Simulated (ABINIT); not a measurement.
# Al (P6_3/mmc) in ABINIT: further runs

One crystal, Al, is run at these levels: PBE; tasks: single point.

Everything below comes from runs of ABINIT 10.8.3 (patched build). Logs are shortened: lines on timing, memory, paths and dates and some standing lists are left out, and cuts for length are marked. The log counts tension as positive stress, the text compression.

## Step 1: The structure

It takes space group P6_3/mmc (No. 194, hexagonal). The conventional cell has a = 2.812 Å, b = 2.812 Å, c = 4.867 Å, α = 90.00°, β = 90.00°, γ = 120.00°. Around Al (site symmetry -6m2) lie 12 Al at 2.81 to 2.93 Å.

This isn't the form of Al at room conditions, which is fcc.

## Step 2: Single point, PBE

Input file run.abi:

```
pp_dirpath "./"
pseudos "Al.upf"

acell 2.8124553515 2.8124553515 4.86685 Angstrom
rprim
     1.0000000000     0.0000000000     0.0000000000
    -0.5000000000     0.8660254038     0.0000000000
     0.0000000000     0.0000000000     1.0000000000
ntypat 1
znucl 13
natom 2
typat 1 1
xred
     0.3333333333     0.6666666667     0.2500000000
     0.6666666667     0.3333333333     0.7500000000

ecut 20.0

kptopt 1
ngkpt 11 11 6
nshiftk 1
shiftk 0.0 0.0 0.0

ixc 11

nband 7
occopt 3
tsmear 0.05 eV

nstep 100
tolvrs 1.0e-10

iomode 3
prtwf 0
prtden 0
prteig 0
prtebands 0
```

Potentials or basis: PseudoDojo NC SR PBE v0.4.1 standard.

Started as:

```bash
abinit run.abi > log 2>&1
```

run.abo:

```text
.Version 10.8.3 of ABINIT
 Symmetries : space group P6_3/m m c (#194); Bravais hP (primitive hexag.)
================================================================================
 Values of the parameters that define the memory need of the present run
     intxc =       0    ionmov =       0      iscf =       7    lmnmax =       6
     lnmax =       6     mgfft =      40  mpssoang =       3    mqgrid =    3001
     natom =       2  nloc_mem =       1    nspden =       1   nspinor =       1
    nsppol =       1      nsym =      24    n1xccc =    2501    ntypat =       1
    occopt =       3   xclevel =       2
       mpw =         984          nfft =       23040          nkpt =          64
================================================================================
================================================================================

--------------------------------------------------------------------------------
------------- Echo of variables that govern the present computation ------------
--------------------------------------------------------------------------------
 -outvars: echo values of preprocessed input variables --------
            acell      5.3147703557E+00  5.3147703557E+00  9.1970135959E+00 Bohr
              amu      2.69815390E+01
             ecut      2.00000000E+01 Hartree
                       outvar_i_n : Printing only first  50 k-points.
              ixc          11
                       outvar_i_n : Printing only first  50 k-points.
         kptrlatt       11    0    0      0   11    0      0    0    6
          kptrlen      5.51820816E+01
            natom           2
            nband           7
            ngfft          24      24      40
             nkpt          64
            nstep         100
             nsym          24
           ntypat           1
                       prtocc : prtvol=0, do not print more k-points.
           occopt           3
           prtden           0
        prtebands           0
           prteig           0
            prtwf           0
            rprim      1.0000000000E+00  0.0000000000E+00  0.0000000000E+00
                      -5.0000000000E-01  8.6602540380E-01  0.0000000000E+00
                       0.0000000000E+00  0.0000000000E+00  1.0000000000E+00
          spgroup         194
           tolvrs      1.00000000E-10
           tsmear      1.83746611E-03 Hartree
            typat      1  1
                       outvars : Printing only first  50 k-points.
           xangst      2.7383668689E-17  1.6237718543E+00  1.2167125000E+00
                       1.4062276757E+00  8.1188592715E-01  3.6501375000E+00
            xcart      5.1747634145E-17  3.0684840956E+00  2.2992533990E+00
                       2.6573851778E+00  1.5342420478E+00  6.8977601969E+00
             xred      3.3333333333E-01  6.6666666667E-01  2.5000000000E-01
                       6.6666666667E-01  3.3333333333E-01  7.5000000000E-01
            znucl       13.00000

================================================================================

 chkinp: Checking input parameters for consistency.

================================================================================
== DATASET  1 ==================================================================

--- !DatasetInfo
iteration_state: {dtset: 1, }
dimensions: {natom: 2, nkpt: 64, mband: 7, nsppol: 1, nspinor: 1, nspden: 1, mpw: 984, }
cutoff_energies: {ecut:  20.0, pawecutdg:  -1.0, }
electrons: {nelect:   6.00000000E+00, charge:   0.00000000E+00, occopt:   3.00000000E+00, tsmear:   1.83746611E-03, }
meta: {optdriver: 0, ionmov: 0, optcell: 0, iscf: 7, paral_kgb: 0, }
...

 Exchange-correlation functional for the present dataset will be:
  GGA: Perdew-Burke-Ernzerhof functional - ixc=11
  J.P.Perdew, K.Burke, M.Ernzerhof, PRL 77, 3865 (1996)

 Real(R)+Recip(G) space primitive vectors, cartesian coordinates (Bohr,Bohr^-1):
 R(1)=  5.3147704  0.0000000  0.0000000  G(1)=  0.1881549  0.1086313  0.0000000
 R(2)= -2.6573852  4.6027261  0.0000000  G(2)=  0.0000000  0.2172625  0.0000000
 R(3)=  0.0000000  0.0000000  9.1970136  G(3)=  0.0000000  0.0000000  0.1087309
 Unit cell volume ucvol=  2.2498132E+02 bohr^3
 Angles (23,13,12)=  9.00000000E+01  9.00000000E+01  1.20000000E+02 degrees

 getcut: wavevector=  0.0000  0.0000  0.0000  ngfft=  24  24  40
         ecut(hartree)=     20.000   => boxcut(ratio)=   2.16039

--- Pseudopotential description ------------------------------------------------
- pspini: atom type   1  psp file is ./Al.upf
12 -101130 2 -1 1876                          pspcod,pspxc,lmax,lloc,mmax
     nproj     2     2     2

   4.89768654E+01                                ecore*ucvol(ha*bohr**3)
--------------------------------------------------------------------------------

================================================================================

--- !BeginCycle
iteration_state: {dtset: 1, }
solver: {iscf: 7, nstep: 100, nline: 4, wfoptalg: 0, }
tolerances: {tolvrs: 1.00E-10, }
...

     iter   Etot(hartree)      deltaE(h)  residm     vres2
 ETOT  1  -4.6306669826266    -4.631E+00 4.578E-02 1.550E+00
 ETOT  2  -4.6330888613125    -2.422E-03 8.798E-03 7.878E-02
 ETOT  3  -4.6330989025943    -1.004E-05 1.648E-03 5.596E-04
 ETOT  4  -4.6330990067072    -1.041E-07 5.639E-04 2.627E-06
 ETOT  5  -4.6330990072053    -4.981E-10 1.466E-04 2.655E-08
 ETOT  6  -4.6330990072089    -3.603E-12 4.117E-04 1.847E-10
 ETOT  7  -4.6330990072090    -4.174E-14 2.510E-04 3.264E-13

 At SCF step    7       vres2   =  3.26E-13 < tolvrs=  1.00E-10 =>converged.

 Cartesian components of stress tensor (hartree/bohr^3)
  sigma(1 1)= -4.95976005E-05  sigma(3 2)=  0.00000000E+00
  sigma(2 2)= -4.95976006E-05  sigma(3 1)=  0.00000000E+00
  sigma(3 3)=  1.06597662E-04  sigma(2 1)=  0.00000000E+00

--- !ResultsGS
iteration_state: {dtset: 1, }
comment   : Summary of ground state results
lattice_vectors:
- [  5.3147704,   0.0000000,   0.0000000, ]
- [ -2.6573852,   4.6027261,   0.0000000, ]
- [  0.0000000,   0.0000000,   9.1970136, ]
lattice_lengths: [   5.31477,    5.31477,    9.19701, ]
lattice_angles: [ 90.000,  90.000, 120.000, ] # degrees, (23, 13, 12)
lattice_volume:   2.2498132E+02
convergence: {deltae: -4.174E-14, res2:  3.264E-13, residm:  2.510E-04, diffor: null, }
etotal    :  -4.63309901E+00
entropy   :   0.00000000E+00
fermie    :   2.51933947E-01
cartesian_stress_tensor: # hartree/bohr^3
- [ -4.95976005E-05,   0.00000000E+00,   0.00000000E+00, ]
- [  0.00000000E+00,  -4.95976006E-05,   0.00000000E+00, ]
- [  0.00000000E+00,   0.00000000E+00,   1.06597662E-04, ]
pressure_GPa:  -7.2596E-02
xred      :
- [  3.3333E-01,   6.6667E-01,   2.5000E-01, Al]
- [  6.6667E-01,   3.3333E-01,   7.5000E-01, Al]
cartesian_forces: # hartree/bohr
- [ -3.16646469E-30,   5.48447772E-30,  -0.00000000E+00, ]
- [  3.16646469E-30,  -5.48447772E-30,  -0.00000000E+00, ]
force_length_stats: {min:   6.33292937E-30, max:   6.33292937E-30, mean:   6.33292937E-30, }
...

 Integrated electronic density in atomic spheres:
 ------------------------------------------------
 Atom  Sphere_radius  Integrated_density
    1        2.00000          0.88492739
    2        2.00000          0.88492739
================================================================================

 ----iterations are completed or convergence reached----

 Mean square residual over all n,k,spin=   11.392E-07; max=  25.103E-05
 reduced coordinates (array xred) for    2 atoms
       0.333333333333      0.666666666667      0.250000000000
       0.666666666667      0.333333333333      0.750000000000
 rms dE/dt=  2.3800E-29; max dE/dt=  3.3658E-29; dE/dt below (all hartree)
    1       0.000000000000     -0.000000000000      0.000000000000
    2       0.000000000000      0.000000000000      0.000000000000

 cartesian coordinates (angstrom) at end:
    1      0.00000000000000     1.62377185430151     1.21671250000000
    2      1.40622767575000     0.81188592715075     3.65013750000000

 cartesian forces (hartree/bohr) at end:
    1     -0.00000000000000     0.00000000000000    -0.00000000000000
    2      0.00000000000000    -0.00000000000000    -0.00000000000000
 frms,max,avg= 3.6563185E-30 5.4844777E-30   0.000E+00  0.000E+00  0.000E+00 h/b

 cartesian forces (eV/Angstrom) at end:
    1     -0.00000000000000     0.00000000000000    -0.00000000000000
    2      0.00000000000000    -0.00000000000000    -0.00000000000000
 frms,max,avg= 1.8801546E-28 2.8202318E-28   0.000E+00  0.000E+00  0.000E+00 e/A
 length scales=  5.314770355679  5.314770355679  9.197013595874 bohr
              =  2.812455351500  2.812455351500  4.866850000000 angstroms
 Fermi (or HOMO) energy (hartree) =   0.25193   Average Vxc (hartree)=  -0.36284
 Eigenvalues (hartree) for nkpt=  64  k points:
 kpt#   1, nband=  7, wtk=  0.00138, kpt=  0.0000  0.0000  0.0000 (reduced coord)
  -0.15567    0.06507    0.07350    0.66106    0.67108    0.67655    0.67939
      occupation numbers for kpt#   1
   2.00000    2.00000    2.00000    0.00000    0.00000    0.00000    0.00000
 prteigrs : prtvol=0 or 1, do not print more k-points.

--- !EnergyTerms
iteration_state     : {dtset: 1, }
comment             : Components of total free energy in Hartree
kinetic             :  1.69855623803586E+00
hartree             :  7.53697232233784E-03
xc                  : -2.16158677642786E+00
Ewald energy        : -5.38209973353300E+00
psp_core            :  2.17693026799027E-01
local_psp           :  2.30192227785040E-01
non_local_psp       :  7.56775376578513E-01
internal            : -4.63293266844009E+00
'-kT*entropy'       : -1.66338768872582E-04
total_energy        : -4.63309900720896E+00
total_energy_eV     : -1.26073046601034E+02
band_energy         :  5.37592752058781E-01
...

 Cartesian components of stress tensor (hartree/bohr^3)
  sigma(1 1)= -4.95976005E-05  sigma(3 2)=  0.00000000E+00
  sigma(2 2)= -4.95976006E-05  sigma(3 1)=  0.00000000E+00
  sigma(3 3)=  1.06597662E-04  sigma(2 1)=  0.00000000E+00

-Cartesian components of stress tensor (GPa)         [Pressure= -7.2596E-02 GPa]
- sigma(1 1)= -1.45921179E+00  sigma(3 2)=  0.00000000E+00
- sigma(2 2)= -1.45921179E+00  sigma(3 1)=  0.00000000E+00
- sigma(3 3)=  3.13621148E+00  sigma(2 1)=  0.00000000E+00

== END DATASET(S) ==============================================================
================================================================================

 -outvars: echo values of variables after computation  --------
            acell      5.3147703557E+00  5.3147703557E+00  9.1970135959E+00 Bohr
           etotal     -4.6330990072E+00
            fcart     -3.1664646859E-30  5.4844777162E-30 -0.0000000000E+00
                       3.1664646859E-30 -5.4844777162E-30 -0.0000000000E+00
            rprim      1.0000000000E+00  0.0000000000E+00  0.0000000000E+00
                      -5.0000000000E-01  8.6602540380E-01  0.0000000000E+00
                       0.0000000000E+00  0.0000000000E+00  1.0000000000E+00
           strten     -4.9597600522E-05 -4.9597600555E-05  1.0659766159E-04
                       0.0000000000E+00  0.0000000000E+00  0.0000000000E+00
           xangst      2.7383668689E-17  1.6237718543E+00  1.2167125000E+00
                       1.4062276757E+00  8.1188592715E-01  3.6501375000E+00
             xred      3.3333333333E-01  6.6666666667E-01  2.5000000000E-01
                       6.6666666667E-01  3.3333333333E-01  7.5000000000E-01
 Calculation completed.
```

It took 5.6 s on 1 thread of Intel Xeon 6975P-C (Granite Rapids), shared host; peak memory 0.06 GiB.

What came out:

* Free energy: -126.0730 eV
* Pressure: -0.1 GPa
* Band gap on the k mesh: none (metal or under the smearing width)
* Valence electrons inside the program's atomic spheres: Al 0.88 (radii [1.0584] Å)

(Continued in part 2 of 2.)
